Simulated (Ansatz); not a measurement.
**Au under changes of volume**

One of the cells (16.855 Å³/atom); the others are scaled copies at fixed shape and fractional positions:

```
Au
1.0
     0.00000    2.03500    2.03500
     2.03500    0.00000    2.03500
     2.03500    2.03500    0.00000
Au
1
Direct
  0.00000 0.00000 0.00000
```

```yaml
Program: Ansatz 0.2.0
Functional: r2SCAN0
Potentials_or_basis: Ansatz PAW
Cutoff: "500 eV (not typed: the program's choice for these potentials)"
k_mesh: 6 × 6 × 6
Occupations: fermi-dirac, width 0.05 eV
Spin: no spin polarisation
```

| volume (Å³/atom) | energy over the lowest point (meV/atom) | pressure (GPa) |
| --- | --- | --- |
| 15.843 | 99.17 | 21.0 |
| 16.181 | ? | ? |
| 16.518 | 32.91 | 11.0 |
| 16.855 | 14.15 | 6.9 |
| 17.192 | 3.53 | 3.3 |
| 17.529 | 0.00 | 0.2 |
| 17.866 | 2.58 | -2.6 |

What does the run at 16.181 Å³/atom give?

Energy over the lowest point 60.84 meV/atom; pressure 15.6 GPa.

Worked out: A Birch-Murnaghan fit of order 3 (a polynomial in V^(-2/3)) to the other rows has its minimum at 17.55 Å³/atom with B0 = V·E''(V) = 152 GPa and B' = 5.8. It gives 60.74 meV/atom at 16.181 Å³/atom, against the run's 60.84, and -dE/dV = 15.6 GPa, against 15.6.

Energies are extrapolated to zero smearing.

Caveats: all runs use coarse meshes; the PAW data sets come from PBE, with cores solved anew for the run's functional, which leaves a small shift of forces and pressure; the thresholds are loose for stress.
